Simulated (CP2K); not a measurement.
Runs of CP2K 2026.2 on WS2. The cell holds a slab with vacuum, 3 atoms: a = 3.184 Å, b = 3.184 Å, c = 16.951 Å, α = 90.00°, β = 90.00°, γ = 120.00°. 

```tsv
potentials or basis	ADDED_MOS	gap on the mesh (eV)	largest force (eV/Å)
GTH_POTENTIALS W GTH-PBE-q14, S GTH-PBE-q6; TZVP-MOLOPT-SR-GTH, TZVP-MOLOPT-GTH basis	[15]	1.97	0.18
POTENTIAL_UZH W GTH-PBE-q14, S GTH-PBE-q6; DZVP-MOLOPT-PBE-GTH basis	[15]	1.96	(a)
POTENTIAL_UZH W GTH-PBE-q14, S GTH-PBE-q6; TZV2P-MOLOPT-PBE-GTH basis	[15]	1.98	0.14
POTENTIAL_UZH W GTH-PBE-q14, S GTH-PBE-q6; TZVP-MOLOPT-PBE-GTH basis	[15]	1.99	0.21
GTH_POTENTIALS W GTH-PBE-q14, S GTH-PBE-q6; DZVP-MOLOPT-SR-GTH basis	[15]	1.95	0.20
POTENTIAL_UZH W GTH-PBE-q14, S GTH-PBE-q6; ccGRB-D basis	[15]	(b)	0.53
GTH_POTENTIALS W GTH-PBE-q14, S GTH-PBE-q6; SZV-MOLOPT-SR-GTH basis	[5]	1.05	0.53
```

Alike in all rows: task atomic charges; level PBE; no spin polarisation; cell as given; k mesh 10 × 10 × 2; smearing fermi-dirac 0.05 eV.

Q: Fill in the values left out.

A: (a) 0.25; (b) 1.91.

Caveats: spin-orbit coupling is left out, which moves the levels of the heavy elements; the basis of atomic orbitals isn't converged, which shifts pressures, moduli and gaps; a minimal basis gives rough bond lengths, pressures and levels (some runs).

A k mesh can miss the band edges, and the runs leave out spin-orbit coupling on W.
